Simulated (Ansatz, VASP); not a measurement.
# Cross-check of SiC62 between VASP and Ansatz

One calculation is typed for both programs; each brings its own data sets. How far apart do they land? The cell is taken from a series of runs on this material, whose earlier steps may have relaxed, scaled, displaced or heated it; both programs get it as it stands.

Calculated with Ansatz 0.2.0; plane waves, with VASP 6.6.1 beside it; single point at PBE0.

In doubt: a hybrid run on one k-point (step 2), which bears on gaps, levels and energies.

### 1. Starting point

The cell holds 63 atoms: 62 C and 1 Si. Its edges and angles: a = 7.143 Å, b = 7.143 Å, c = 7.143 Å, α = 90.0°, β = 90.0°, γ = 90.0°. It derives from C (C (Fd-3m)). Nearest the centre at fractional (0.312, 0.312, 0.312): Si63 at 0.00 Å, C4 at 1.98 Å, C6 at 1.98 Å, C5 at 1.98 Å, C40 at 1.98 Å, C47 at 1.98 Å, C25 at 1.98 Å, C15 at 2.68 Å.

### 2. Ansatz: single point, PBE0

Ansatz runs on its default PAW (the set named soft_2) files.

With cell and atoms fixed, the geometry can't cause a difference; cores, projectors, grids and the points listed under the comparison can.

Contents of input.yaml:

```yaml
crystal:
  lattice:
    - [7.14316351, 0.0, 0.0]
    - [0.0, 7.14316351, 0.0]
    - [0.0, 0.0, 7.14316351]
  atoms:
    - { symbol: C, position: [0.00390817, 0.00390817, 0.253543541] }
    - { symbol: C, position: [0.00390817, 0.253543541, 0.00390817] }
    - { symbol: C, position: [0.253543541, 0.00390817, 0.00390817] }
    - { symbol: C, position: [0.124592158, 0.124592158, 0.390221913] }
    - { symbol: C, position: [0.124592158, 0.390221913, 0.124592158] }
    - { symbol: C, position: [0.390221913, 0.124592158, 0.124592158] }
    - { symbol: Si, position: [0.312504164, 0.312504164, 0.312504164] }
    - { symbol: C, position: [0.000282443, 0.000282443, 0.752182779] }
    - { symbol: C, position: [-0.003863867, 0.247934149, 0.504521457] }
    - { symbol: C, position: [0.247934149, -0.003863867, 0.504521457] }
    - { symbol: C, position: [0.249392472, 0.249392472, 0.750168998] }
    - { symbol: C, position: [0.127900011, 0.127900011, 0.878993292] }
    - { symbol: C, position: [0.120481186, 0.377068326, 0.628866826] }
    - { symbol: C, position: [0.377068326, 0.120481186, 0.628866826] }
    - { symbol: C, position: [0.375610346, 0.375610346, 0.874833918] }
    - { symbol: C, position: [-0.003863867, 0.504521457, 0.247934149] }
    - { symbol: C, position: [0.000282443, 0.752182779, 0.000282443] }
    - { symbol: C, position: [0.247934149, 0.504521457, -0.003863867] }
    - { symbol: C, position: [0.249392472, 0.750168998, 0.249392472] }
    - { symbol: C, position: [0.120481186, 0.628866826, 0.377068326] }
    - { symbol: C, position: [0.127900011, 0.878993292, 0.127900011] }
    - { symbol: C, position: [0.377068326, 0.628866826, 0.120481186] }
    - { symbol: C, position: [0.375610346, 0.874833918, 0.375610346] }
    - { symbol: C, position: [-0.003295883, 0.500102257, 0.751002051] }
    - { symbol: C, position: [-0.003295883, 0.751002051, 0.500102257] }
    - { symbol: C, position: [0.234781163, 0.500410025, 0.500410025] }
    - { symbol: C, position: [0.248943964, 0.749335416, 0.749335416] }
    - { symbol: C, position: [0.124900356, 0.628298601, 0.874000726] }
    - { symbol: C, position: [0.124900356, 0.874000726, 0.628298601] }
    - { symbol: C, position: [0.371459119, 0.621094914, 0.621094914] }
    - { symbol: C, position: [0.376059362, 0.875667468, 0.875667468] }
    - { symbol: C, position: [0.504521457, -0.003863867, 0.247934149] }
    - { symbol: C, position: [0.504521457, 0.247934149, -0.003863867] }
    - { symbol: C, position: [0.752182779, 0.000282443, 0.000282443] }
    - { symbol: C, position: [0.750168998, 0.249392472, 0.249392472] }
    - { symbol: C, position: [0.628866826, 0.120481186, 0.377068326] }
    - { symbol: C, position: [0.628866826, 0.377068326, 0.120481186] }
    - { symbol: C, position: [0.878993292, 0.127900011, 0.127900011] }
    - { symbol: C, position: [0.874833918, 0.375610346, 0.375610346] }
    - { symbol: C, position: [0.500102257, -0.003295883, 0.751002051] }
    - { symbol: C, position: [0.500410025, 0.234781163, 0.500410025] }
    - { symbol: C, position: [0.751002051, -0.003295883, 0.500102257] }
    - { symbol: C, position: [0.749335416, 0.248943964, 0.749335416] }
    - { symbol: C, position: [0.628298601, 0.124900356, 0.874000726] }
    - { symbol: C, position: [0.621094914, 0.371459119, 0.621094914] }
    - { symbol: C, position: [0.874000726, 0.124900356, 0.628298601] }
    - { symbol: C, position: [0.875667468, 0.376059362, 0.875667468] }
    - { symbol: C, position: [0.500410025, 0.500410025, 0.234781163] }
    - { symbol: C, position: [0.500102257, 0.751002051, -0.003295883] }
    - { symbol: C, position: [0.751002051, 0.500102257, -0.003295883] }
    - { symbol: C, position: [0.749335416, 0.749335416, 0.248943964] }
    - { symbol: C, position: [0.621094914, 0.621094914, 0.371459119] }
    - { symbol: C, position: [0.628298601, 0.874000726, 0.124900356] }
    - { symbol: C, position: [0.874000726, 0.628298601, 0.124900356] }
    - { symbol: C, position: [0.875667468, 0.875667468, 0.376059362] }
    - { symbol: C, position: [0.497102997, 0.497102997, 0.746009328] }
    - { symbol: C, position: [0.497102997, 0.746009328, 0.497102997] }
    - { symbol: C, position: [0.746009328, 0.497102997, 0.497102997] }
    - { symbol: C, position: [0.748708316, 0.748708316, 0.748708316] }
    - { symbol: C, position: [0.624720432, 0.624720432, 0.872820215] }
    - { symbol: C, position: [0.624720432, 0.872820215, 0.624720432] }
    - { symbol: C, position: [0.872820215, 0.624720432, 0.624720432] }
    - { symbol: C, position: [0.876294529, 0.876294529, 0.876294529] }
basis:
  ecutwfc: 420
  xc_grid: 2
hamiltonian:
  xc: pbe0
kpoints:
  mp_grid: { grid: [1, 1, 1] }
magnetization:
  spin_polarized: true
  initial_magnetization: 2
  spin_locking: { lock_magnetization: hard }
scf:
  occupations: { method: fermi_dirac, width: 0.01 }
  max_iter: 120
  n_extra_bands: 20
  lower_state_search: "off"
output:
  forces: true
checkpoint:
  read: "../ground.run"
  write: "../ground_at_excited.run"
  compress: false
  write_wavefunctions: true
  write_every: 100000
```

The run is started by

```sh
$ ansatz run input.yaml --threads 2 --pin off --max-ram 3768MiB --backend cpu --events-out ev --progress --plain --runs-dir out
```

Log:

```text
Warning: the atoms were moved onto the symmetric positions of the space group found under crystal.symmetry.tolerance 1.0e-5 (fractional; no operation is sought that the atoms, as they stand in a round, miss by more than twice it, and no atom is moved by as much as it), and the run uses the moved positions. Before a round's move an operation carried an atom to 6.74e-5 Å from where it should land, the largest such dist [...]
[...]
Free energy (F): -16183.684234 eV
Frozen-core exchange: fock
Harris-Foulkes:  -16183.684234 eV  (|F-HF|=1.24e-10)
Internal energy: -16183.684234 eV  (E = F + TS)
E sigma→0 (E₀):  -16183.684234 eV
Fermi energy:    13.746799 (↑ 15.704995, ↓ 13.431579) eV
--- Per-component energies (eV) ---
  E_band       = 626.003171
  E_kinetic    = 5768.639464
  E_local      = -3942.036790  (includes V_loc(G=0)·N_el)
  E_nonlocal   = 1643.988293
  E_hartree    = 916.655912
  E_xc         = -2388.022895
  E_vxc        = -2944.440893  (∫ρ·V_xc dr)
  E_exx        = -677.614266  (= α·E_x^exact, valence–valence)
  E_paw        = -6679.883862  (= ΣΔE_a)
  E_vpaw       = -378.228065  (= ΣTr[D̂ρ^β])
  E_aug_tail   = 0.000539  (compensation charges beyond the density's cutoff)
  E_ewald      = -10824.287928
  E_core_change = -1.122701  (= ΣΔE_core)
  E_smearing   = -0.000000  (= −TS)
  E_closure    = -0.000000  (closes the sum)
  Σ components = -16183.684234   (vs F -16183.684234, Δ=1.82e-12)
--- Forces (eV/Å), atoms counted from 1 ---
  atom   1  C      0.38388363     0.38388363    -0.03089062
  atom   2  C      0.38388363    -0.03089062     0.38388363
  atom   3  C     -0.03089062     0.38388363     0.38388363
  atom   4  C     -0.62059743    -0.62059743    -0.07949829
  atom   5  C     -0.62059743    -0.07949829    -0.62059743
  atom   6  C     -0.07949829    -0.62059743    -0.62059743
  atom   7  Si    -0.00000000     0.00000000    -0.00000000
  atom   8  C      0.38010737     0.38010737     0.42172784
  atom   9  C      0.47845262     0.86778090     0.33907296
  atom  10  C      0.86778090     0.47845262     0.33907296
  atom  11  C      0.51130888     0.51130888     0.48415404
  atom  12  C     -0.35635083    -0.35635083    -0.37604738
  atom  13  C     -0.33907296    -0.86778090    -0.47845262
  atom  14  C     -0.86778090    -0.33907296    -0.47845262
  atom  15  C     -0.51130888    -0.51130888    -0.48415404
  atom  16  C      0.47845262     0.33907296     0.86778090
  atom  17  C      0.38010737     0.42172784     0.38010737
  atom  18  C      0.86778090     0.33907296     0.47845262
  atom  19  C      0.51130888     0.48415404     0.51130888
  atom  20  C     -0.33907296    -0.47845262    -0.86778090
  atom  21  C     -0.35635083    -0.37604738    -0.35635083
  atom  22  C     -0.86778090    -0.47845262    -0.33907296
  atom  23  C     -0.51130888    -0.48415404    -0.51130888
  atom  24  C      0.40688882     0.68630177     0.37761953
[...]
atom  56  C      0.35635083     0.35635083     0.37604738
  atom  57  C      0.35635083     0.37604738     0.35635083
  atom  58  C      0.37604738     0.35635083     0.35635083
  atom  59  C      0.39675660     0.39675660     0.39675660
  atom  60  C     -0.38010737    -0.38010737    -0.42172784
  atom  61  C     -0.38010737    -0.42172784    -0.38010737
  atom  62  C     -0.42172784    -0.38010737    -0.38010737
  atom  63  C     -0.39675660    -0.39675660    -0.39675660
  max |Σ_I F_I| component: 1.17e-15 eV/Å
--- Band table (eV) ---
  k-point 0 ↑: bands = ["-11.2687", "-8.9755", "-8.9755", "-8.8945", "-8.8945", "-8.6066", "-8.4067", "-6.6917", "-6.6386", "-6.6386", "-6.5809", "-6.5809", "-6.5107", "-6.5107", "-6.4398", "-6.3395", "-6.3395", "-6.0564", "-5.7823", "-5.1127", "-5.1127", "-4.9559", "-3.9034", "-2.4042", "-2.3730", "-2.3730", "-2.2254", "-1.9954", "-1.9954", "-1.9076", "-1.7611", "-1.7611", "-1.6056", "-1.3681", "-1.1486", "-1.1486", [...]
  k-point 0 ↓: bands = ["-11.2246", "-8.9133", "-8.9133", "-8.8575", "-8.8575", "-8.5711", "-8.3467", "-6.6400", "-6.5572", "-6.5572", "-6.5412", "-6.5412", "-6.4770", "-6.4770", "-6.4137", "-6.2741", "-6.2741", "-5.9941", "-5.7160", "-5.0446", "-5.0446", "-4.8370", "-3.7527", "-2.3662", "-2.3172", "-2.3172", "-2.2077", "-1.9223", "-1.9223", "-1.8595", "-1.7192", "-1.7192", "-1.5609", "-1.2931", "-1.0895", "-1.0895", [...]
  guard bands above this table: 14 of the run's 147 bands. The solve was not asked for them (output.publish_guard_bands: true or output.eigenvalues: true publishes all)
```

### 3. VASP: single point, PBE0

The same cell, functional, mesh and smearing now go to VASP, with its own data sets.

Lines of VASP's logs that name or quote its potential files are left out, and so is its time.

The run reads the wave functions of an earlier VASP run, which isn't shown here.

Contents of INCAR:

```
SYSTEM = SiC62
PREC = Accurate
ENCUT = 520
EDIFF = 1E-06
NELM = 100
ISMEAR = -1
SIGMA = 0.01
LREAL = Auto
ALGO = Normal
LHFCALC = .TRUE.
AEXX = 0.25
GGA = PE
LASPH = .TRUE.
NBANDS = 170
ISPIN = 2
MAGMOM = 0 0 0 0.11 0.11 0.11 0 0.01 0.01 0 0 0.01 0.01 0 0.01 0 0.01 0 0.01 0 0.01 0 0.02 0.02 0.11 0.02 0.02 0.02 0 0.02 0.01 0.01 0 0 0.01 0.01 0 0 0.02 0.11 0.02 0.02 0.02 0 0.02 0.02 0.11 0.02 0.02 0.02 0 0.02 0.02 0.02 0 0 0 0.01 0 0 0 0.01 0.01
PRECFOCK = Fast
LORBIT = 11
LWAVE = .FALSE.
LCHARG = .FALSE.
ISIF = 2
NUPDOWN = 2
```

Contents of POSCAR:

```
SiC62
1.0
    7.1431635103      0.0000000000      0.0000000000
    0.0000000000      7.1431635103      0.0000000000
    0.0000000000      0.0000000000      7.1431635103
C Si
62 1
Direct
    0.0039081703      0.0039081703      0.2535435409
    0.0039081703      0.2535435409      0.0039081703
    0.2535435409      0.0039081703      0.0039081703
    0.1245921585      0.1245921585      0.3902219134
    0.1245921585      0.3902219134      0.1245921585
    0.3902219134      0.1245921585      0.1245921585
    0.0002824434      0.0002824434      0.7521827794
    0.9961361328      0.2479341494      0.5045214566
    0.2479341494      0.9961361328      0.5045214566
    0.2493924725      0.2493924725      0.7501689984
    0.1279000111      0.1279000111      0.8789932921
    0.1204811860      0.3770683265      0.6288668255
    0.3770683265      0.1204811860      0.6288668255
    0.3756103459      0.3756103459      0.8748339183
    0.9961361328      0.5045214566      0.2479341494
    0.0002824434      0.7521827794      0.0002824434
    0.2479341494      0.5045214566      0.9961361328
    0.2493924725      0.7501689984      0.2493924725
    0.1204811860      0.6288668255      0.3770683265
    0.1279000111      0.8789932921      0.1279000111
    0.3770683265      0.6288668255      0.1204811860
    0.3756103459      0.8748339183      0.3756103459
    0.9967041172      0.5001022568      0.7510020507
    0.9967041172      0.7510020507      0.5001022568
    0.2347811635      0.5004100245      0.5004100245
    0.2489439643      0.7493354157      0.7493354157
    0.1249003560      0.6282986014      0.8740007263
    0.1249003560      0.8740007263      0.6282986014
    0.3714591191      0.6210949136      0.6210949136
    0.3760593617      0.8756674682      0.8756674682
    0.5045214566      0.9961361328      0.2479341494
    0.5045214566      0.2479341494      0.9961361328
    0.7521827794      0.0002824434      0.0002824434
    0.7501689984      0.2493924725      0.2493924725
    0.6288668255      0.1204811860      0.3770683265
    0.6288668255      0.3770683265      0.1204811860
    0.8789932921      0.1279000111      0.1279000111
    0.8748339183      0.3756103459      0.3756103459
    0.5001022568      0.9967041172      0.7510020507
    0.5004100245      0.2347811635      0.5004100245
    0.7510020507      0.9967041172      0.5001022568
    0.7493354157      0.2489439643      0.7493354157
    0.6282986014      0.1249003560      0.8740007263
    0.6210949136      0.3714591191      0.6210949136
    0.8740007263      0.1249003560      0.6282986014
    0.8756674682      0.3760593617      0.8756674682
    0.5004100245      0.5004100245      0.2347811635
    0.5001022568      0.7510020507      0.9967041172
    0.7510020507      0.5001022568      0.9967041172
    0.7493354157      0.7493354157      0.2489439643
    0.6210949136      0.6210949136      0.3714591191
    0.6282986014      0.8740007263      0.1249003560
    0.8740007263      0.6282986014      0.1249003560
    0.8756674682      0.8756674682      0.3760593617
    0.4971029967      0.4971029967      0.7460093283
    0.4971029967      0.7460093283      0.4971029967
    0.7460093283      0.4971029967      0.4971029967
    0.7487083165      0.7487083165      0.7487083165
    0.6247204319      0.6247204319      0.8728202145
    0.6247204319      0.8728202145      0.6247204319
    0.8728202145      0.6247204319      0.6247204319
    0.8762945294      0.8762945294      0.8762945294
    0.3125041643      0.3125041643      0.3125041643
```

Contents of KPOINTS:

```
Automatic mesh
0
Gamma
1 1 1
0 0 0
```

The projector-augmented-wave data sets are C and Si (PBE family, release 64).

The run is started by

```sh
$ export OMP_NUM_THREADS=4
$ mpirun -np 1 vasp_gam
```

Log:

```text
[banner, memory and clock lines left out]
running    1 mpi-ranks, on    1 nodes
[...]
Offloading initialized ...    1 GPUs detected
[...]
LDA part: xc-table for (Slater+PW92), standard interpolation
 found WAVECAR, reading the header
 POSCAR, INCAR and KPOINTS ok, starting setup
[...]
reading WAVECAR
 the WAVECAR file was read successfully
 initial charge from wavefunction
 entering main loop
       N       E                     dE             d eps       ncg     rms          rms(c)
DAV:   1    -0.685153486700E+03   -0.68515E+03   -0.82514E+00   704   0.762E+00    0.499E+00
DAV:   2    -0.685189761423E+03   -0.36275E-01   -0.14795E-01   784   0.866E-01    0.313E+00
DAV:   3    -0.685173059616E+03    0.16702E-01   -0.19715E-02   800   0.327E-01    0.177E+00
DAV:   4    -0.685168146923E+03    0.49127E-02   -0.59653E-03   776   0.190E-01    0.969E-01
[...]
DAV:   9    -0.685166234597E+03    0.97738E-05   -0.50264E-06   712   0.656E-03    0.512E-02
DAV:  10    -0.685166232200E+03    0.23969E-05   -0.15086E-06   486   0.380E-03    0.287E-02
DAV:  11    -0.685166231921E+03    0.27909E-06   -0.56131E-07   420   0.243E-03
   1 F= -.68516623E+03 E0= -.68516623E+03  d E =-.228701E-12  mag=     2.0000
```

Parts of OUTCAR (step 3):

```text
  FREE ENERGIE OF THE ION-ELECTRON SYSTEM (eV)
  ---------------------------------------------------
  free  energy   TOTEN  =      -685.1662319208 eV

  energy  without entropy=     -685.1662319208  energy(sigma->0) =     -685.16623192

 magnetization (x)
# of ion       s       p       d       tot
------------------------------------------
    1       -0.001   0.003   0.000   0.002
    2       -0.001   0.003   0.000   0.002
    3       -0.001   0.003   0.000   0.002
    4        0.014   0.129   0.000   0.143
    5        0.014   0.129   0.000   0.143
    6        0.014   0.129   0.000   0.143
    7       -0.000   0.005   0.000   0.004
    8       -0.000   0.010   0.000   0.010
    9       -0.000   0.010   0.000   0.010
   10       -0.000   0.004   0.000   0.004
   11        0.000   0.006   0.000   0.006
   12       -0.000   0.010   0.000   0.010
   13       -0.000   0.010   0.000   0.010
[...]
--------------------------------------------------
tot          0.081   1.308   0.000   1.389

[... 1 further part left out ...]
```

The run ends at a pressure of -3.89 GPa, with forces up to 1.1 eV/Å.

### 4. Comparison

Known differences besides the potentials themselves: exact exchange at q = 0 is treated differently, which shows on coarse meshes; VASP keeps PBE cores, Ansatz makes them for the functional; the cutoff is 420 eV in Ansatz and 520 eV in VASP (PREC = Accurate, projectors in real space); VASP takes a coarser grid for exact exchange (PRECFOCK = Fast); site moments are counted in spheres of each program's own size. Total energies have different zeros and are not compared.

Compared:

| quantity | Ansatz | VASP | difference |
| --- | --- | --- | --- |
| total moment, fixed by the input (μB) | 2.00 | 2.00 | 0.00 |
| moment on C4 (μB) | 0.11 | 0.14 | -0.03 |
| moment on C5 (μB) | 0.11 | 0.14 | -0.03 |
| moment on C6 (μB) | 0.11 | 0.14 | -0.03 |
| moment on C25 (μB) | 0.11 | 0.14 | -0.03 |
| moment on C47 (μB) | 0.11 | 0.14 | -0.03 |
| moment on C40 (μB) | 0.11 | 0.14 | -0.03 |
| moment on Si63 (μB) | 0.01 | -0.06 | +0.07 |

Forces on 10 of the 63 atoms, those with the largest forces and the largest differences (eV/Å; atoms numbered as in POSCAR):

| atom | Ansatz x, y, z | VASP x, y, z |
| --- | --- | --- |
| C5 | -0.621, -0.079, -0.621 | -0.596, -0.107, -0.596 |
| C8 | 0.478, 0.868, 0.339 | 0.471, 0.879, 0.336 |
| C9 | 0.868, 0.478, 0.339 | 0.879, 0.471, 0.336 |
| C12 | -0.339, -0.868, -0.478 | -0.336, -0.879, -0.471 |
| C13 | -0.868, -0.339, -0.478 | -0.879, -0.336, -0.471 |
| C15 | 0.478, 0.339, 0.868 | 0.471, 0.336, 0.879 |
| C19 | -0.339, -0.478, -0.868 | -0.336, -0.471, -0.879 |
| C21 | -0.868, -0.478, -0.339 | -0.879, -0.471, -0.336 |
| C25 | 0.079, 0.621, 0.621 | 0.107, 0.596, 0.596 |
| C40 | 0.621, 0.079, 0.621 | 0.596, 0.107, 0.596 |

The forces differ by 9.9 meV/Å r.m.s., which is 2.1 % of the r.m.s. force of 0.468 eV/Å (both taken over all components).

### 5. Summary of results

```
r.m.s. force difference (single point, PBE0) : 2.1 % of the r.m.s. force
```

What this shows: The r.m.s. force difference is 2.1 % of the r.m.s. force (single point, PBE0), within the 3 % picked in this series as the mark of a large difference. Such differences can come from data sets, numerical settings and the points named under the comparisons, not from the functional's error against experiment.

[Lines on the potential files, build, host, timing and source positions are cut from VASP's logs without a mark.]

[Logs are printed without paths, hosts, clocks, repeated set-up lines and the standing remarks that a program may print on its own settings, such as how far it seeks lower states.]

[Hosts, paths, dates, database ids (printed as entryN), source tags and the programs' standing remarks are cut or masked in the printed files.]
